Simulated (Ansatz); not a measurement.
Reactions of C₂H₇AlGe, SMILES `C=[C]([AlH2])[GeH3]`.

Computed with Ansatz on PBE0-D4/def2-TZVP structures; ΔE is electronic, products minus reactants. CBS: MP2 limit from def2 TZ/QZ plus the TZ coupled-cluster correction, frozen cores. This one scheme is used for every species. DFT in def2-TZVPP. B3LYP here is the variant with VWN-RPA as its local correlation; programs differ in this. def2 core potentials past Kr. For Ge, Sn, Te outer-core shells are correlated without core-valence functions, which leaves a few kJ/mol of doubt a bond. Scalar relativity is left out up to krypton. One conformer a species, not always the lowest.

| reaction | CCSD(T)/CBS(def2) (kJ/mol) |
| --- | --- |
| `C=[C]([AlH2])[GeH3]` + `[SH][GeH3]` → `[GeH3][S][GeH3]` + `C=[CH][AlH2]` | -57 |
| `C=[C]([AlH2])[GeH3]` + `FC[SiH3]` → `F[CH]([AlH2])[SiH3]` + `C=[CH][GeH3]` | 25 |
| `C=[C]([AlH2])[GeH3]` + `C=N` → `C=N[C](=C)[GeH3]` + `[AlH3]` | ? |
| `C=[C]([AlH2])[GeH3]` + `CCCS` → `CCC[S][AlH2]` + `C=[CH][GeH3]` | -103 |
| `C=[C]([AlH2])[GeH3]` + H–F → `[F][AlH2]` + `C=[CH][GeH3]` | -174 |
| `C=[C]([AlH2])[GeH3]` + `C[O][Sn]([OH])([F])[F]` → `C[O][Sn]([F])([F])[GeH3]` + `C=[C](O)[AlH2]` | 10 |
| `C=[C]([AlH2])[GeH3]` + `NB(O)F` → `OB(F)[NH][AlH2]` + `C=[CH][GeH3]` | ? |
| `C=[C]([AlH2])[GeH3]` + `C[Si](O)(F)F` → `C[Si](F)(F)[O][AlH2]` + `C=[CH][GeH3]` | -152 |
| `C=[C]([AlH2])[GeH3]` + `OC[TeH]` → `OC[Te][GeH3]` + `C=[CH][AlH2]` | ? |
| `C=[C]([AlH2])[GeH3]` + `NCS` → `SC[NH][GeH3]` + `C=[CH][AlH2]` | -17 |

Q: Fill in the missing values. (An estimate is asked.)

A: The calculation gave: `C=[C]([AlH2])[GeH3]` + `C=N` → `C=N[C](=C)[GeH3]` + `[AlH3]`: +49.2 kJ/mol; `C=[C]([AlH2])[GeH3]` + `NB(O)F` → `OB(F)[NH][AlH2]` + `C=[CH][GeH3]`: -90.0 kJ/mol; `C=[C]([AlH2])[GeH3]` + `OC[TeH]` → `OC[Te][GeH3]` + `C=[CH][AlH2]`: -70.2 kJ/mol.

Largest T1 diagnostic: 0.015, for `C[O][Sn]([OH])([F])[F]`.
